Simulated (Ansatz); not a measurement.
Here is an Ansatz 0.2.0 calculation.

input.yaml

```yaml
crystal:
  lattice:
    - [2.7784220849, 0.0, 0.0]
    - [0.0, 3.28160879, 0.0]
    - [-1.3434310986, 0.0, 3.9902731763]
  atoms:
    - { symbol: Ga, position: [0.13459627, 0.75, 0.77016683] }
    - { symbol: Ga, position: [0.86540373, 0.25, 0.22983317] }
kpoints:
  mp_grid: { grid: [7, 6, 5] }
  band_path:
    path:
      - [0.0, 0.0, 0.0]
      - [0.0, 0.0, 0.5]
      - [-0.439461826, 0.0, 0.712489919]
      - [-0.5, 0.0, 0.5]
      - [-0.5, 0.5, 0.5]
      - [-0.560538174, 0.5, 0.287510081]
      - [-0.5, 0.5, 0.0]
      - [-0.5, 0.0, 0.0]
    npoints: 6
scf:
  occupations: { method: fermi_dirac, width: 0.05 }
hamiltonian:
  xc: lda
  pseudopotentials: { kind: all_electron, lapw: { basis_error: 0.001 } }
magnetization:
  noncollinear: true
  spin_orbit: true
output:
  forces: true
  stress: true
  eigenvalues: true
```

Potentials or basis: all-electron LAPW, relativistic spinors.

Command:

```bash
$ ansatz run input.yaml --threads 1 --pin off --max-ram 3072MiB --backend cpu --events-out ev --progress --plain --runs-dir out
```

(1) What does it give for the band gap along the path?

(2) What does it give for the pressure?

(3) What does it give for the largest force?

## Answers

(1) none (metal or under the smearing width).

(2) -2.7 GPa.

(3) 0.130 eV/Å.

Caveat: the k mesh is thin for a metal, which can move the energy by tens of meV per atom.
